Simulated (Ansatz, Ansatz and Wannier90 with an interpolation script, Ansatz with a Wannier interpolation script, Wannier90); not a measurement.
Planning a run of Ansatz 0.2.0 on GaP (R3m). The input:

```yaml
crystal:
  lattice:
    - [-1.9174075437, -1.1070157598, 3.1529849397]
    - [1.9174075437, -1.1070157598, 3.1529849397]
    - [0.0, 2.2140315246, 3.1529849379]
  atoms:
    - { symbol: Ga, position: [-0.0003022866, -0.0003022866, -0.0003022866] }
    - { symbol: P, position: [0.7503022866, 0.7503022866, 0.7503022866] }
kpoints:
  mp_grid: { grid: [6, 6, 6] }
hamiltonian:
  xc: lda
scf:
  occupations: { method: fixed }
gw:
  n_empty_bands: 167
  ecut_chi: 150.0
  qp_bands: [v3, c2]
  screening: { model: contour_deformation }
```

```sh
ansatz run input.yaml --threads 8 --pin off --max-ram 18432MiB --backend cpu --events-out ev --progress --plain --runs-dir out
```

Estimate wall time and host memory on 8 threads of AMD EPYC 9B45 (Zen 5), shared host.

It took 57 s; on shared hardware allow 28 s to 1.9 min. Peak host memory was 1.0 GiB. The sizes that set the cost: 761 plane waves a state, 32 irreducible k points, 176 bands summed, 169 plane waves in the screening and 6 SCF cycles.

The screening grows as filled bands × empty bands × pairs of k points, times the square of the screening basis for the matrix.

[Paths, hosts, dates, memory and timing lines, banners, echoed tables and standing remarks are left out of the program output.]

[Logs are printed without paths, hosts, clocks, repeated set-up lines and the standing remarks that a program may print on its own settings, such as how far it seeks lower states.]

[Runs of the session that timed out or met a known fault of the program may be left out.]

[Hosts, paths, dates, database ids (printed as entryN), source tags and the programs' standing remarks are cut or masked in the printed files.]
